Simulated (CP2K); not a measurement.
# In (P6_3/mmc) in CP2K: band structure with r2SCAN

Aim: the band structure of In with r2SCAN.

Program: CP2K 2026.2. These are calculated values, not measurements. Logs are shortened: lines on timing, memory, paths and dates and some standing lists are left out, and cuts for length are marked.

### 1 The structure

The structure is hexagonal, space group P6_3/mmc (No. 194). Conventional cell: a = 3.335 Å, b = 3.335 Å, c = 5.509 Å, α = 90.00°, β = 90.00°, γ = 120.00°. In (site symmetry -6m2) is surrounded by 12 In at 3.34 to 3.36 Å.

This isn't the form of In at room conditions, which is tetragonal.

### 2 Band structure, r2SCAN

Contents of in_bands.inp:

```
&GLOBAL
  PROJECT in_bands
  RUN_TYPE ENERGY_FORCE
  PRINT_LEVEL LOW
&END GLOBAL
&FORCE_EVAL
  METHOD QS
  STRESS_TENSOR ANALYTICAL
  &DFT
    BASIS_SET_FILE_NAME BASIS_MOLOPT_UZH
    POTENTIAL_FILE_NAME POTENTIAL_UZH
    &MGRID
      CUTOFF 675
      REL_CUTOFF 60
      NGRIDS 4
    &END MGRID
    &QS
      METHOD GPW
      EPS_DEFAULT 1.0E-10
    &END QS
    &KPOINTS
      SCHEME MONKHORST-PACK 9 9 5
      GAMMA_CENTERED T
      SYMMETRY T
      SYMMETRY_BACKEND SPGLIB
    &END KPOINTS
    &SCF
      SCF_GUESS ATOMIC
      EPS_SCF 1.0E-6
      MAX_SCF 100
      ADDED_MOS 10
      CHOLESKY OFF
      EPS_EIGVAL 1.0E-7
      &DIAGONALIZATION ON
        ALGORITHM STANDARD
      &END DIAGONALIZATION
      &MIXING ON
        METHOD BROYDEN_MIXING
        ALPHA 0.4
        BETA 1.5
        NBUFFER 8
      &END MIXING
      &SMEAR ON
        METHOD FERMI_DIRAC
        ELECTRONIC_TEMPERATURE 1160.45
      &END SMEAR
    &END SCF
    &XC
      &XC_FUNCTIONAL
        &MGGA_X_R2SCAN
        &END MGGA_X_R2SCAN
        &MGGA_C_R2SCAN
        &END MGGA_C_R2SCAN
      &END XC_FUNCTIONAL
    &END XC
    &PRINT
      &KPOINTS ON
      &END KPOINTS
      &MULLIKEN ON
      &END MULLIKEN
      &MO ON
        ENERGIES T
        OCCUPATION_NUMBERS T
        &EACH
          QS_SCF 0
        &END EACH
        ADD_LAST NUMERIC
      &END MO
      &BAND_STRUCTURE
        FILE_NAME bands.bs
        ADDED_MOS 6
        &KPOINT_SET
          UNITS B_VECTOR
          NPOINTS 6
          SPECIAL_POINT GAMMA 0.00000000 0.00000000 0.00000000
          SPECIAL_POINT M 0.50000000 0.00000000 0.00000000
          SPECIAL_POINT K 0.33333333 0.33333333 0.00000000
          SPECIAL_POINT GAMMA 0.00000000 0.00000000 0.00000000
          SPECIAL_POINT A 0.00000000 0.00000000 0.50000000
          SPECIAL_POINT L 0.50000000 0.00000000 0.50000000
          SPECIAL_POINT H 0.33333333 0.33333333 0.50000000
          SPECIAL_POINT A 0.00000000 0.00000000 0.50000000
        &END KPOINT_SET
        &KPOINT_SET
          UNITS B_VECTOR
          NPOINTS 6
          SPECIAL_POINT L 0.50000000 0.00000000 0.50000000
          SPECIAL_POINT M 0.50000000 0.00000000 0.00000000
        &END KPOINT_SET
        &KPOINT_SET
          UNITS B_VECTOR
          NPOINTS 6
          SPECIAL_POINT K 0.33333333 0.33333333 0.00000000
          SPECIAL_POINT H 0.33333333 0.33333333 0.50000000
        &END KPOINT_SET
      &END BAND_STRUCTURE
    &END PRINT
  &END DFT
  &SUBSYS
    &CELL
      A 3.3354847820 0.0000000000 0.0000000000
      B -1.6677423910 2.8886145552 0.0000000000
      C 0.0000000000 0.0000000000 5.5091429200
      PERIODIC XYZ
    &END CELL
    &COORD
      SCALED
      In  0.6666666667 0.3333333333 0.7500000000
      In  0.3333333333 0.6666666667 0.2500000000
    &END COORD
    &KIND In
      BASIS_SET TZVP-MOLOPT-SCAN-GTH-q13
      POTENTIAL GTH-SCAN-q13
    &END KIND
    &PRINT
      &ATOMIC_COORDINATES ON
      &END ATOMIC_COORDINATES
      &CELL ON
      &END CELL
      &SYMMETRY ON
      &END SYMMETRY
    &END PRINT
  &END SUBSYS
  &PRINT
    &FORCES ON
    &END FORCES
    &STRESS_TENSOR ON
    &END STRESS_TENSOR
  &END PRINT
&END FORCE_EVAL
```

Potentials or basis: POTENTIAL_UZH In GTH-SCAN-q13; TZVP-MOLOPT-SCAN-GTH basis.

Command:

```console
> OMP_NUM_THREADS=1 cp2k.psmp -i in_bands.inp -o in_bands.out
```

in_bands.out:

```text

 CP2K| version string:                                       CP2K version 2026.2
 CP2K| Input file name                                              in_bands.inp

 GLOBAL| Force Environment number                                              1
 GLOBAL| Basis set file name                                    BASIS_MOLOPT_UZH
 GLOBAL| Potential file name                                       POTENTIAL_UZH
 GLOBAL| MM Potential file name                                     MM_POTENTIAL
 GLOBAL| Coordinate file name                                      __STD_INPUT__
 GLOBAL| Method name                                                        CP2K
 GLOBAL| Project name                                                   in_bands
 GLOBAL| Run type                                                   ENERGY_FORCE
 GLOBAL| FFT library                                                       FFTW3
[... 6 lines left out ...]
 GLOBAL| Total number of message passing processes                             1
 GLOBAL| Number of threads for this process                                    1
 GLOBAL| CPU model name                          Intel(R) Xeon(R) Platinum 8488C

 CELL| Volume [angstrom^3]:                                            53.080206
 CELL| Vector a [angstrom]:       3.335     0.000     0.000   |a| =     3.335485
 CELL| Vector b [angstrom]:      -1.668     2.889     0.000   |b| =     3.335485
 CELL| Vector c [angstrom]:       0.000     0.000     5.509   |c| =     5.509143
 CELL| Angle (b,c), alpha [degree]:                                    90.000000
 CELL| Angle (a,c), beta  [degree]:                                    90.000000
 CELL| Angle (a,b), gamma [degree]:                                   120.000000
 CELL| Numerically orthorhombic:                                              NO
 CELL| Periodicity                                                           XYZ

 CELL_REF| Volume [angstrom^3]:                                        53.080206
 CELL_REF| Vector a [angstrom     3.335     0.000     0.000   |a| =     3.335485
 CELL_REF| Vector b [angstrom    -1.668     2.889     0.000   |b| =     3.335485
 CELL_REF| Vector c [angstrom     0.000     0.000     5.509   |c| =     5.509143
 CELL_REF| Angle (b,c), alpha [degree]:                                90.000000
 CELL_REF| Angle (a,c), beta  [degree]:                                90.000000
 CELL_REF| Angle (a,b), gamma [degree]:                               120.000000
 CELL_REF| Numerically orthorhombic:                                          NO
 CELL_REF| Periodicity                                                       XYZ
[... 9 lines left out ...]
 TOTAL NUMBERS AND MAXIMUM NUMBERS

  Total number of            - Atomic kinds:                                   1
                             - Atoms:                                          2
                             - Shell sets:                                     2
                             - Shells:                                        20
                             - Primitive Cartesian functions:                 12
                             - Cartesian basis functions:                     80
[... 131 lines left out ...]
  Core Hamiltonian energy:                                     55.13357391240908
  Hartree energy:                                              25.85023231495222
  Exchange-correlation energy:                                -13.74505024028189
  Electronic entropic energy:                                  -0.00143400593720
  Fermi energy:                                                 0.24818837411109

  Total energy:                                              -111.80125266349819
  Total energy (extrapolated to T->0):                       -111.80053566052959

 MO| EIGENVALUES AND OCCUPATION NUMBERS FOR K POINT 1
 MO|
 MO|  Index      Eigenvalue [a.u.]        Eigenvalue [eV]             Occupation
 MO|      1              -0.311977              -8.489330               2.000000
 MO|      2              -0.311376              -8.472965               2.000000
 MO|      3              -0.309743              -8.428546               2.000000
 MO|      4              -0.308893              -8.405417               2.000000
 MO|      5              -0.303905              -8.269671               2.000000
 MO|      6              -0.300203              -8.168936               2.000000
[... 392 lines left out ...]
 MO|     22               0.788367              21.452552               0.000000
 MO|     23               0.919260              25.014346               0.000000
 MO| Sum:                                                              25.766987
 MO| E(Fermi):            0.248188 a.u.          6.753549 eV

 [... the levels of further k-points ...]

 !-----------------------------------------------------------------------------!
                     Mulliken Population Analysis

 #  Atom  Element  Kind  Atomic population                           Net charge
       1     In       1         13.000007                             -0.000007
       2     In       1         12.999993                              0.000007
 # Total charge                             26.000000                 -0.000000

 !-----------------------------------------------------------------------------!

 KPOINTS| Band Structure Calculation
 KPOINTS| Number of k-point sets                                               3
 KPOINTS| Number of added MOs/bands                                            6
 KPOINTS| Number of k-points in set    1                                      43
 KPOINTS| In units of b-vector [2pi/Bohr]
 KPOINTS| Special point     1       GAMMA     0.000000     0.000000     0.000000
 KPOINTS| Special point     2           M     0.500000     0.000000     0.000000
 KPOINTS| Special point     3           K     0.333333     0.333333     0.000000
 KPOINTS| Special point     4       GAMMA     0.000000     0.000000     0.000000
 KPOINTS| Special point     5           A     0.000000     0.000000     0.500000
 KPOINTS| Special point     6           L     0.500000     0.000000     0.500000
 KPOINTS| Special point     7           H     0.333333     0.333333     0.500000
 KPOINTS| Special point     8           A     0.000000     0.000000     0.500000
 KPOINTS| Number of k-points in set    2                                       7
 KPOINTS| In units of b-vector [2pi/Bohr]
 KPOINTS| Special point     1           L     0.500000     0.000000     0.500000
 KPOINTS| Special point     2           M     0.500000     0.000000     0.000000
 KPOINTS| Number of k-points in set    3                                       7
 KPOINTS| In units of b-vector [2pi/Bohr]
 KPOINTS| Special point     1           K     0.333333     0.333333     0.000000
 KPOINTS| Special point     2           H     0.333333     0.333333     0.500000

 ENERGY| Total FORCE_EVAL ( QS ) energy [hartree]           -111.801252654535901

 FORCES| Atomic forces [hartree/bohr]
 FORCES|   Atom     x               y               z               |f|
 FORCES|      1  3.14792847E-09  3.49410850E-10  2.05671615E-09   3.77645640E-09
 FORCES|      2 -3.13358782E-09 -3.75614910E-10 -2.04111782E-09   3.75853976E-09
 FORCES| Sum     1.43406573E-11 -2.62040598E-11  1.55983321E-11
 FORCES| Total atomic force                                       3.36988897E-11

 STRESS| Analytical stress tensor [bar]
 STRESS|                        x                   y                   z
 STRESS|      x        1.62773105393E+03   4.98183496414E-02  -5.89288456332E-03
 STRESS|      y        4.98183496414E-02   1.62779364373E+03  -3.40157027900E-03
 STRESS|      z       -5.89288456332E-03  -3.40157027900E-03   3.07964376725E+03
 STRESS| 1/3 Trace                                             2.11172282164E+03
 STRESS| Determinant                                           8.15985572527E+09

 STRESS| Eigenvectors and eigenvalues of the analytical stress tensor [bar]
 STRESS|                        1                   2                   3
 STRESS| Eigenvalues   1.62770351653E+03   1.62782118110E+03   3.07964376728E+03
 STRESS|      x           0.875195434980      0.483769522163     -0.000004058785
 STRESS|      y          -0.483769522174      0.875195434980     -0.000002343060
 STRESS|      z           0.000002418729      0.000004014152      0.999999999989
```

Run time: 8 min. Hardware: 1 thread of Intel Xeon Platinum 8488C (Sapphire Rapids), shared host; peak memory 0.52 GiB.

Results:

* Free energy: -3042.2668 eV
* Pressure: 0.2 GPa
* Band gap on the k mesh: none (metal or under the smearing width)

Levels at the corners of the path, in eV from the Fermi level:
```
point  band 9  band 10  band 11  band 12  band 13  band 14  band 15  band 16  band 17  band 18
    Γ  -14.81   -14.81    -9.99    -4.65    -3.63     8.74     8.74    10.68    10.68    10.90
    M  -14.79   -14.77    -5.08    -4.35     0.13     0.27     0.87     3.16     4.25     8.23
    K  -14.84   -14.82    -3.49    -3.49    -1.90     1.95     1.95     2.29     2.74     2.74
    Γ  -14.81   -14.81    -9.99    -4.65    -3.63     8.74     8.74    10.68    10.68    10.90
    A  -14.88   -14.88    -8.56    -8.56     3.07     3.07     9.81     9.81     9.81     9.81
    L  -14.78   -14.78    -3.74    -3.74    -2.83    -2.83     5.85     5.85     6.33     6.33
    H  -14.80   -14.80    -2.47    -2.47    -1.52    -1.52    -0.43    -0.43     7.65     7.65
    A  -14.88   -14.88    -8.56    -8.56     3.07     3.07     9.81     9.81     9.81     9.81
    L  -14.78   -14.78    -3.74    -3.74    -2.83    -2.83     5.85     5.85     6.33     6.33
    M  -14.79   -14.77    -5.08    -4.35     0.13     0.27     0.87     3.16     4.25     8.23
    K  -14.84   -14.82    -3.49    -3.49    -1.90     1.95     1.95     2.29     2.74     2.74
    H  -14.80   -14.80    -2.47    -2.47    -1.52    -1.52    -0.43    -0.43     7.65     7.65
```

Caveat: spin-orbit coupling is left out, which moves the levels of the heavy elements; the basis of atomic orbitals isn't converged, which shifts pressures, moduli and gaps.
